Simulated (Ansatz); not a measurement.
# Co (P6_3/mmc) in Ansatz: settings compared

The runs below take Co through single point, relaxation of cell and atoms, with PBEsol, PBE, BLYP+D4.

Everything below comes from runs of Ansatz 0.2.0. Logs are shortened: lines on timing, memory, paths and dates and some standing lists are left out, and cuts for length are marked.

**1. Starting point**

The structure is hexagonal, space group P6_3/mmc (No. 194). Conventional cell: a = 2.472 Å, b = 2.472 Å, c = 4.021 Å, α = 90.00°, β = 90.00°, γ = 120.00°. Co (site symmetry -6m2) has 12 Co at 2.47 Å as nearest neighbours.

**2. Single point, PBEsol, collinear spin, ferromagnetic start**

Contents of input.yaml:

```yaml
crystal:
  lattice:
    - [2.4719999032, 0.0, 0.0]
    - [-1.2359999516, 2.1408147143, 0.0]
    - [0.0, 0.0, 4.02114408]
  atoms:
    - { symbol: Co, position: [0.6666666667, 0.3333333333, 0.75], spin: 2.0 }
    - { symbol: Co, position: [0.3333333333, 0.6666666667, 0.25], spin: 2.0 }
hamiltonian:
  xc: pbesol
  pseudopotentials: { kind: paw }
magnetization:
  spin_polarized: true
kpoints:
  mp_grid: { grid: [12, 12, 7] }
scf:
  occupations: { method: gaussian, width: 0.02 }
output:
  forces: true
  stress: true
  eigenvalues: true
  write_density: true
  write_potential: true
  elf: true
  volumetric_format: npy
```

Potentials or basis: Ansatz PAW.

Run with:

```sh
> ansatz run input.yaml --threads 2 --pin off --max-ram 5632MiB --backend cpu --events-out ev --progress --plain --runs-dir out
```

The log of the run:

```text
Warning: RAYON_NUM_THREADS=2 ignored (pool sized by the plan → 2); use --threads N
Engine: ansatz 0.2.0, x86_64-unknown-linux-gnu
Pseudopotentials: kind: paw
Pseudopotential: Co, paw, valence charge 17, recommended cutoff 420 eV (normal), Co.paw.azcp
Functional definition: PBEsol
  exchange = pbesol_x
  correlation = pbesol_c
Crystal: 2 atoms, lattice volume = 21.280 Å³
Basis set: ecut = 420 eV, 391 PW (Γ), exchange–correlation on 36×36×54 points (8 copies of the dense FFT grid, shifted against one another)
Bands: 23, of which v1, the nominal top of the filled ones, is band 17 counted from 1 (16 counted from 0)
Symmetry: 24 space group operations
Space group: P63/mmc (ITA 194), of the structure as read, at distance tolerance 2.8e-5 Å
Magnetic group: BNS 194.263 (UNI 1493), of the structure as read, at distance tolerance 2.8e-5 Å
k-points: 76 of 1008
Non-local potential: Co, projectors of the file, l = 0: 3, l = 1: 2, l = 2: 3, l = 3: 1
PAW form: soft (Blöchl's): semilocal exchange-correlation on the pseudo side does not see the compensation charge
PAW frozen core: Co, regenerated for the run's functional, and the local potential with it (the file was generated under x = pbe(κ = 0.804, μ = 0.2195149727645171), c = pbe(β = 0.06672455060314922))
PAW one-centre angular grid: Co, 590 points (default); XC on 64 Gauss nodes
Initial density: superposition of atomic densities (chi_scale 0.1, normalization cell)
Starting moments: Σ|m| = 4 μB on 2 of 2 sites
Initial wavefunctions: pseudopotential atomic-orbital guess
Functional: x = pbesol(κ = 0.804, μ = 0.12345679012345678), c = pbesol(β = 0.046)
SCF iter   1: F=—  HF=-10185.657585 eV  |F-HF|=—  |Δ(HF+E_count)|=         —  Δρ=8.91e-2 (↑7.42e-2 ↓8.91e-2)  dr2=3.15e0  dr2_m=4.64e-2  M=3.436 μB ∫|m|=3.566 μB  β_m=0.30  ethr=3.10e-3  ⟨swp⟩=5.0  Hψ=13306  notcnv=0
Mixer restart at iter 1: flushing history
preconditioner: auto → none  [metal: Δε(μ)=0.016 eV  Ē_g=9.266 eV  σ=0.020 eV  W_gap=0.38  n_scr=8 (ndim 8)  ℏωp=34.2 eV  f_vac=0.000  D(μ)=1.46/eV (n_scr^D=22)  sad-step TF]
SCF iter   2: F=—  HF=-10184.599166 eV  |F-HF|=—  |Δ(HF+E_count)|=    1.06e0  Δρ=3.30e-2 (↑1.27e-2 ↓3.30e-2)  dr2=2.35e-1  dr2_m=5.07e-2  M=3.468 μB ∫|m|=3.641 μB  β_m=0.35  ethr=3.10e-3  ⟨swp⟩=2.5  Hψ=7028  notcnv=0  defer=221
SCF iter   3: F=—  HF=-10185.128100 eV  |F-HF|=—  |Δ(HF+E_count)|=   5.29e-1  Δρ=1.85e-2 (↑1.85e-2 ↓7.50e-3)  dr2=2.09e-2  dr2_m=2.33e-2  M=3.444 μB ∫|m|=3.652 μB  β_m=0.53  ethr=6.92e-4  ⟨swp⟩=2.1  Hψ=4790  notcnv=0  defer=222
SCF iter   4: F=—  HF=-10185.726538 eV  |F-HF|=—  |Δ(HF+E_count)|=   5.98e-1  Δρ=1.76e-2 (↑1.12e-2 ↓1.76e-2)  dr2=8.15e-2  dr2_m=8.04e-3  M=3.294 μB ∫|m|=3.548 μB  β_m=0.53  ethr=6.14e-5  ⟨swp⟩=2.7  Hψ=6708  notcnv=0  defer=224
SCF iter   5: F=—  HF=-10185.867733 eV  |F-HF|=—  |Δ(HF+E_count)|=   1.41e-1  Δρ=1.20e-2 (↑8.92e-3 ↓1.20e-2)  dr2=4.99e-2  dr2_m=2.45e-3  M=3.265 μB ∫|m|=3.528 μB  β_m=0.77  ethr=6.14e-5  ⟨swp⟩=2.2  Hψ=5759  notcnv=0  defer=223
SCF iter   6: F=—  HF=-10185.964781 eV  |F-HF|=—  |Δ(HF+E_count)|=   9.70e-2  Δρ=2.88e-3 (↑2.88e-3 ↓8.24e-4)  dr2=1.75e-3  dr2_m=2.42e-4  M=3.214 μB ∫|m|=3.491 μB  β_m=0.88  ethr=6.14e-5  ⟨swp⟩=2.6  Hψ=7084  notcnv=0  defer=224
SCF iter   7: F=—  HF=-10185.968802 eV  |F-HF|=—  |Δ(HF+E_count)|=   4.02e-3  Δρ=7.48e-4 (↑7.48e-4 ↓4.70e-4)  dr2=1.87e-5  dr2_m=7.02e-5  M=3.202 μB ∫|m|=3.484 μB  β_m=0.93  ethr=5.15e-6  ⟨swp⟩=2.1  Hψ=6436  notcnv=0  defer=224
SCF iter   8: F=—  HF=-10185.968915 eV  |F-HF|=—  |Δ(HF+E_count)|=   1.12e-4  Δρ=2.52e-4 (↑1.72e-4 ↓2.52e-4)  dr2=6.27e-7  dr2_m=8.64e-6  M=3.200 μB ∫|m|=3.483 μB  β_m=0.97  ethr=5.49e-8  ⟨swp⟩=2.0  Hψ=6046  notcnv=0  defer=224
SCF iter   9: F=—  HF=-10185.968915 eV  |F-HF|=—  |Δ(HF+E_count)|=   6.19e-8  Δρ=7.92e-5 (↑5.96e-5 ↓7.92e-5)  dr2=7.53e-8  dr2_m=9.32e-7  M=3.200 μB ∫|m|=3.483 μB  β_m=0.97  ethr=1.84e-9  ⟨swp⟩=2.2  Hψ=5007  notcnv=0  defer=224
SCF iter  10: F=—  HF=-10185.968915 eV  |F-HF|=—  |Δ(HF+E_count)|=   3.43e-8  Δρ=4.38e-5 (↑4.38e-5 ↓1.98e-5)  dr2=7.29e-8  dr2_m=1.93e-7  M=3.200 μB ∫|m|=3.483 μB  β_m=0.98  ethr=2.21e-10  ⟨swp⟩=2.0  Hψ=6053  notcnv=0  defer=224
SCF iter  11: F=—  HF=-10185.968915 eV  |F-HF|=—  |Δ(HF+E_count)|=   3.45e-9  Δρ=2.75e-5 (↑2.75e-5 ↓2.18e-5)  dr2=2.92e-7  dr2_m=1.63e-9  M=3.200 μB ∫|m|=3.483 μB  β_m=0.73  ethr=2.14e-10  ⟨swp⟩=2.0  Hψ=6100  notcnv=0  defer=224
SCF iter  12: F=—  HF=-10185.968915 eV  |F-HF|=—  |Δ(HF+E_count)|=   2.46e-8  Δρ=5.34e-6 (↑5.34e-6 ↓4.22e-6)  dr2=1.06e-8  dr2_m=9.02e-11  M=3.200 μB ∫|m|=3.483 μB  β_m=0.86  ethr=2.14e-10  ⟨swp⟩=2.9  Hψ=6064  notcnv=0  defer=224
SCF iter  13: F=-10185.968915 eV  HF=-10185.968915 eV  |F-HF|=5.22e-10  |Δ(HF+E_count)|=   1.13e-9  Δρ=1.15e-6 (↑1.15e-6 ↓1.10e-6)  dr2=6.25e-10  dr2_m=1.42e-12  M=3.200 μB ∫|m|=3.483 μB  ethr=3.13e-11  ⟨swp⟩=7.7  Hψ=19447  notcnv=0
SCF 1 converged in 13 iterations: F = -10185.968915 eV  dr2 = 6.25e-10
SCF converged after 13 iterations
Magnetization: 3.2003 μB (18.6001 up, 15.3999 down)
Absolute magnetization: 3.4843 μB (∫|ρ↑−ρ↓|, with the PAW one-centre terms)
Spin contamination: 0.0481 ħ² per cell (⟨S²⟩ above its minimum at these occupations)
Per-site moments (μB) at R_I (Å): [(1.6656835895470266, 1.017072079847606), (1.6656835895470272, 1.017072079847606)]
Free energy (F): -10185.968915 eV
Harris-Foulkes:  -10185.968915 eV  (|F-HF|=5.22e-10)
Internal energy: -10185.968412 eV  (E = F + TS)
E sigma→0 (E₀):  -10185.968663 eV
Entropy (-TS):   -0.000503 eV (-0.251 meV/atom)
Fermi energy:    18.946377 eV
--- Per-component energies (eV) ---
  E_band       = -476.572877
  E_kinetic    = 908.456547
  E_local      = -5608.076621  (includes V_loc(G=0)·N_el)
  E_nonlocal   = 911.126348
  E_hartree    = 2347.469415
  E_xc         = -315.811754
  E_vxc        = -409.438241  (∫ρ·V_xc dr)
  E_paw        = -2964.956256  (= ΣΔE_a)
  E_vpaw       = -973.582306  (= ΣTr[D̂ρ^β])
  E_aug_tail   = 0.000117  (compensation charges beyond the density's cutoff)
  E_ewald      = -5464.553046
  E_core_change = 0.376838  (= ΣΔE_core)
  E_smearing   = -0.000503  (= −TS)
  E_closure    = -0.000000  (closes the sum)
  Σ components = -10185.968915   (vs F -10185.968915, Δ=0.00e0)
--- Forces (eV/Å), atoms counted from 1 ---
  atom   1  Co     0.00000000    -0.00000000     0.00000000
  atom   2  Co    -0.00000000     0.00000000     0.00000000
  max |Σ_I F_I| component: 0.00e0 eV/Å
--- Stress (GPa, compression-positive) ---
       -4.712620       0.000000       0.000000
        0.000000      -4.712620       0.000000
        0.000000       0.000000      -8.008666
  P = ⅓ Tr σ = -5.8113 GPa (-58.113 kbar)
--- Band table (eV; the first three rows and the last of 152) ---
  k-point 0 ↑: bands = ["-76.8032", "-76.7418", "-40.3460", "-40.0425", "-40.0425", "-39.9929", "-39.9923", "-39.9923", "9.7562", "13.6494", "16.2831", "16.3400", "16.3400", "16.6618", "16.6618", "17.0590", "17.0590", "18.1905", "18.1905", "18.6418", "25.3224", "40.8939", "43.5415"]
  k-point 1 ↑: bands = ["-76.8002", "-76.7448", "-40.3288", "-40.0400", "-40.0400", "-40.0106", "-39.9948", "-39.9948", "9.9634", "13.5968", "16.2286", "16.2904", "16.2904", "16.6063", "16.6063", "17.1832", "17.1832", "17.9046", "18.1777", "18.1777", "26.4733", "40.7888", "42.5322"]
  k-point 2 ↑: bands = ["-76.7917", "-76.7534", "-40.2804", "-40.0602", "-40.0330", "-40.0330", "-40.0018", "-40.0018", "10.5658", "13.3088", "16.0919", "16.2301", "16.2301", "16.4735", "16.4735", "16.6945", "17.4515", "17.4515", "18.1165", "18.1165", "29.0375", "38.9747", "41.1979"]
  k-point 75 ↓: bands = ["-74.7049", "-74.7049", "-38.3098", "-38.3098", "-38.2473", "-38.2220", "-38.0831", "-38.0831", "16.2109", "16.2894", "16.3131", "16.3131", "17.1688", "17.1688", "18.6485", "18.9169", "20.0779", "20.0779", "25.3803", "25.3803", "26.5030", "27.7549", "29.4214"]
```

It took 6.5 s on 2 threads of Intel Xeon at 2.70GHz, shared host; peak memory 0.39 GiB.

Results:

* Free energy: -10185.9689 eV
* Pressure: -5.8 GPa
* Band gap on the k mesh: none (metal or under the smearing width)
* Net moment: 3.20 μB per cell
* Absolute moment: 3.48 μB per cell
* Site moments: Co +1.67 μB

Stress tensor (GPa, compression positive):
```
-4.71  0.00  0.00
 0.00 -4.71  0.00
 0.00  0.00 -8.01
```

Caveat: the PAW data sets come from PBE, with cores solved anew for the run's functional, which leaves a small shift of forces and pressure.

(Continued in part 2 of 2.)
